# Two band gaps of strained boron nitride, by hand

Stretching wurtzite boron nitride evenly in all directions opens its indirect band gap by about 0.02 eV for each per cent of added volume, and closes its least direct gap by about 0.05 eV. With one known cell as the starting point, these two slopes give both gaps at any volume in the table. With the slopes taken to two figures, as below, the estimate stays within about 0.05 eV of the computed indirect gap and within 0.006 eV of the computed direct one.

Wurtzite boron nitride, computed with Ansatz 0.2.0 using the PBE functional, PAW potentials, a plane-wave cutoff of 420 eV, a 12×12×6 k mesh and Fermi–Dirac smearing of 0.02 eV, without spin polarisation or spin–orbit coupling. The cell relaxed with r2SCAN was strained evenly in all directions, and the atomic positions were relaxed with r2SCAN.

| volume (Å³/atom) | c/a | shortest distance (Å) | band gap (eV) | least direct gap (eV) |
| --- | --- | --- | --- | --- |
| 5.216 | 1.6540 | 1.499 | 4.921 | 8.853 |
| 5.381 | 1.6541 | 1.515 | 4.999 | 8.716 |
| 5.549 | 1.6540 | 1.530 | 5.072 | 8.579 |
| 5.721 | 1.6540 | 1.545 | 5.142 | 8.440 |
| 5.808 | 1.6541 | 1.553 | 5.177 | 8.369 |
| 5.896 | 1.6541 | 1.561 | 5.207 | 8.298 |
| 6.074 | 1.6540 | 1.576 | 5.266 | 8.154 |
| 6.257 | 1.6541 | 1.591 | 5.322 | 8.007 |
| 6.442 | 1.6540 | 1.606 | 5.372 | 7.854 |
| 6.632 | 1.6540 | 1.622 | 5.419 | 7.693 |

The column "band gap" is the smallest energy between any filled and any empty state. Here it runs from the valence top at Γ, the centre of the Brillouin zone (in two rows a tiny step beside it, which changes the gap by less than 1 meV), to the conduction edge at K, a corner of the zone, so it is indirect. The "least direct gap" compares filled and empty states at the same k point. It is the one that matters for strong optical absorption, since light carries almost no crystal momentum.

## The rule

For a modest change of volume, any smooth quantity nearly follows a straight line. Let $V$ be the volume per atom, $V_0$ that of the unstrained cell, and $x=(V-V_0)/V_0$ the relative change. Then

$$E_\mathrm{ind}\approx 5.207+2.1\,x,\qquad E_\mathrm{dir}\approx 8.298-4.8\,x\qquad\text{(eV)}.$$

The leading numbers are the gaps of the unstrained cell, at 5.896 Å³/atom. "Unstrained" here means relaxed with another functional, r2SCAN; PBE itself would settle at a slightly larger volume. The slopes come from the two cells whose edges are 2 % shorter and 2 % longer, and are rounded to two figures. For the indirect gap this reads

$$\frac{5.322-5.072}{(6.257-5.549)/5.896}\approx 2.1\ \text{eV}.$$

Someone who knows the change in length instead of volume multiplies it by three. One per cent on every edge is thus about 3 % in volume, which opens the indirect gap by some 0.06 eV and closes the direct one by some 0.14 eV.

## Two rows worked

Neither of these rows was used to set the slopes. The first is the compressed cell at 5.381 Å³/atom:

$$x=\frac{5.381-5.896}{5.896}=-0.087,$$

$$E_\mathrm{ind}\approx 5.207-0.183=5.02\ \text{eV},\qquad E_\mathrm{dir}\approx 8.298+0.418=8.72\ \text{eV}.$$

The table has 5.00 and 8.72 eV. The direct gap is met to the last digit written, while the indirect gap comes out slightly too large.

The second is the stretched cell at 6.442 Å³/atom, where $x=+0.093$:

$$E_\mathrm{ind}\approx 5.207+0.195=5.40\ \text{eV},\qquad E_\mathrm{dir}\approx 8.298-0.446=7.85\ \text{eV}.$$

The table has 5.37 and 7.85 eV. The indirect estimate is again too large, although the strain now has the opposite sign. A straight line that comes out too high on both sides of its starting point is the mark of a curve that bends downwards.

## Why the two gaps part ways

A simple picture to start from is an electron in a rigid box. All its level spacings scale as one over the square of the box length, so they shrink when the box grows. With the shortest B–N distance as the length, this predicts the direction of the direct gap correctly, though it overstates the rise in the densest cell by about a quarter. For the indirect gap it fails outright: in that cell it gives about 5.6 eV where the calculation gives 4.9 eV.

The box has a single length and no atoms, so every spacing in it must respond alike. In a crystal each state has its own pattern of overlap between neighbouring atoms, and each responds to distance in its own way. A gap follows the difference between the responses of its two end states. Its sign under strain therefore can't be read from the bond length alone.

The computed levels show this difference at work. Energies are best measured within each cell, here from the lowest valence level at Γ, because separate cells share no common zero. From 5.549 to 6.257 Å³/atom the valence top comes down by 1.41 eV and the conduction edge at K by only 1.17 eV, so the indirect gap opens. The lowest empty level at Γ comes down by 1.88 eV, more than the valence top, so the gap at Γ closes. The least direct gap lies a short way from Γ and closes in the same manner.

Theory supplies the reason for the large movements. Longer bonds mean weaker overlap, and weaker overlap means narrower bands and a smaller splitting between bonding and antibonding states. The valence top and the lowest empty level at Γ are largely such a pair, built from p orbitals on neighbouring atoms. Both levels are twofold degenerate in the two cells compared, which in this crystal rules out s orbitals at Γ. Pulling the atoms apart brings the two levels closer together.

The state at K belongs to a wave whose phase changes from cell to cell. In tetrahedral semiconductors, conduction states near the zone boundary are often less purely antibonding between nearest neighbours, with more of their weight in the open spaces of the lattice. Such a state gains less from longer bonds. That this is what holds the K edge back in boron nitride is a plausible reading, which a plot of the state at two volumes would test.

The same reasoning gives a first guess for a related solid: find the k point of the conduction edge before guessing the sign. If the edge is an antibonding state at Γ, above a valence top at Γ, expansion should close the gap, as it does in gallium arsenide. If it lies towards the zone boundary, the slope is usually smaller and can have either sign. In silicon, as here, expansion opens the indirect gap.

## How far the rule reaches

The straight line serves the direct gap over the whole table, which runs from about 12 % compression to 12 % expansion. Its largest miss is 0.006 eV, against a total change of 1.16 eV. Differences this small mean little in themselves, because the least direct gap is read at sampled k points, and a finer search could lower it by several meV in the stretched cells. The expansion about $V_0$ promises a straight line only for small changes. That it lasts this far is a result of the calculation for this material, and it shouldn't be assumed for another. Even here the levels at Γ warn against going much further. The next empty level lies 0.34 eV above the lowest one at 5.549 Å³/atom, but only 0.08 eV above it at 6.257 Å³/atom. At that pace the two swap near 6.5 Å³/atom, just before the table ends, and the direct gap should then close faster. Its last step is indeed the steepest, at about 5.0 eV per unit of $x$ against the 4.8 of the rule.

The indirect gap is less obliging. Its slope falls from about 2.8 eV between the two densest cells to about 1.5 eV between the two most stretched ones. This gap changes by the small remainder of two much larger movements, and nothing requires their curvatures to cancel. Up to 6 % in volume the straight line still holds to about 0.014 eV, but at the ends of the table the miss reaches 0.05 eV, a tenth of the total change.

One squared term repairs this:

$$E_\mathrm{ind}\approx 5.207+2.1\,x-3.3\,x^2\qquad\text{(eV)}.$$

Its coefficient was fitted to all ten rows with the slope held at 2.1, so the table is no longer an independent test. For the stretched cell worked above, the term takes off $3.3\times0.093^2\approx0.03$ eV and turns 5.40 into 5.37 eV, the computed value. With it, no row is missed by more than about 0.002 eV. The squared term describes the bend between the end rows and gives no licence to go beyond them.

These strains are large in practical terms. Near the unstrained cell the computed pressure changes by roughly 4 GPa for each per cent of volume, so ordinary loads use only the middle of the table, where the straight line is good. The type of strain is a stricter limit than its size. All ten cells keep the same ratio of height to width, $c/a$, whereas a film clamped to a substrate is strained in its plane and relaxes along its normal. Such a film needs separate slopes for the two directions.

The starting values carry a limit of their own. The functional used here, PBE, underestimates band gaps, so 5.207 and 8.298 eV are too low for the real material. A better gap for the unstrained crystal can take their place while the slopes are kept. This assumes that the error of PBE hardly changes with volume, which a second level of theory would have to confirm.

For even strain, then, start from the best gap known for the unstrained crystal. Add 0.02 eV to the indirect gap and take 0.05 eV from the direct gap for each per cent of added volume, and reverse both signs for compression. Beyond about 6 %, include the squared term for the indirect gap; beyond 12 %, calculate afresh.

Output of the analysis:

```
slope of indirect gap, meV per 1 % of volume: 20.82
slope of least direct gap, meV per 1 % of volume: -47.63
hand rule, misses are rule less table:
    row  volume change %  indirect rule eV  miss meV  direct rule eV  miss direct meV  1/d2 miss direct meV
  5.216           -11.53             4.965      43.8           8.852           -1.404                 145.6
  5.381           -8.735             5.024     24.57           8.717            1.267                 93.55
  5.549           -5.885             5.083     11.41            8.58            1.497                 58.67
  5.721           -2.968             5.145      2.67            8.44           0.4695                 30.76
  5.808           -1.493             5.176    -1.343            8.37           0.6418                 14.71
  5.896                0             5.207         0           8.298                0                     0
  6.074            3.019              5.27     4.399           8.153          -0.9118                -13.21
  6.257            6.123             5.336     13.58           8.004           -2.894                -18.98
  6.442            9.261             5.401     29.47           7.853          -0.5047                 -14.5
  6.632            12.48             5.469     50.14           7.699            5.814                -7.404
largest miss of hand rule, indirect gap, meV: 50.14
largest miss of hand rule, least direct gap, meV: 5.814
largest miss of 1/d2 scaling, indirect gap, eV: 0.7256
whole change of indirect gap over the table, eV: 0.498
whole change of least direct gap over the table, eV: 1.16
steepest step of indirect gap, meV per 1 % of anchor volume: 27.87
flattest step of indirect gap, meV per 1 % of anchor volume: 14.58
fit of band_gap - ri on 10 rows: coefficient of dv**2 -3.282 +/- 0.046; rms 0.00105, worst 5.808 -0.00207, leave-one-out rms 0.00117
fall of valence top from 5.549 to 6.257, eV: 1.415
fall of K conduction edge from 5.549 to 6.257, eV: 1.165
fall of lowest empty Gamma level from 5.549 to 6.257, eV: 1.879
```
